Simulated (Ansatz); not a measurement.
# CoO: the cost of one run

Program: Ansatz 0.2.0. Level of theory: DFT PBE+U, scalar-relativistic, plane waves, PAW. These are calculated values, not measurements.

## 1. The starting structure

It takes space group R3m (No. 160, trigonal). Conventional cell: a = 3.204 Å, b = 3.204 Å, c = 7.699 Å, α = 90.00°, β = 90.00°, γ = 120.00°. Around Co (site symmetry 3m) lie 4 O at 1.91 to 1.96 Å. O (site symmetry 3m) has 4 Co at 1.91 to 1.96 Å as nearest neighbours.

Structure file:

```
Co O
1.0
    -1.60222    2.77513    0.00000
    -3.20444    0.00000    0.00000
    -1.60222    0.92504    5.13294
Co O
2 2
Direct
  0.00051 0.00051 0.99846
  0.50051 0.50051 0.49847
  0.62450 0.62450 0.12649
  0.12447 0.12447 0.62658
```

The structure comes from the Materials Project (structure only).

## 2. Self-consistent density

input.yaml

```yaml
crystal:
  lattice:
    - [-1.6022198417, 2.7751261707, 0.0]
    - [-3.2044396834, 0.0, 0.0]
    - [-1.6022198417, 0.9250420569, 5.1329417806]
  atoms:
    - { symbol: Co, position: [0.00051227, 0.00051227, 0.99846319], spin: -3.0 }
    - { symbol: Co, position: [0.50050941, 0.50050941, 0.49847177], spin: 3.0 }
    - { symbol: O, position: [0.62450447, 0.62450447, 0.12648659] }
    - { symbol: O, position: [0.1244745, 0.1244745, 0.6265765] }
magnetization:
  spin_polarized: true
basis:
  ecutwfc: 500
  fft_grid_basis: typed
kpoints:
  mp_grid: { grid: [12, 12, 10] }
hamiltonian:
  xc: pbe
  hubbard: { sites: [{ species: Co, l: d, u_eff: 3.32 }] }
  pseudopotentials: { kind: paw }
scf:
  occupations: { method: gaussian, width: 0.05 }
output:
  forces: true
  stress: true
  eigenvalues: true
  bader: true
  write_density: true
  volumetric_format: npy
  populations: true
  elf: true
```

Started as:

```sh
ansatz run input.yaml --threads 2 --pin off --max-ram 4096MiB --backend cpu --events-out ev --progress --plain --runs-dir out
```

**Question.** How long does this run take on 2 threads of Arm Neoverse N1, shared host, and how much memory does it need?

About 8 min, with a peak of 2.4 GiB.
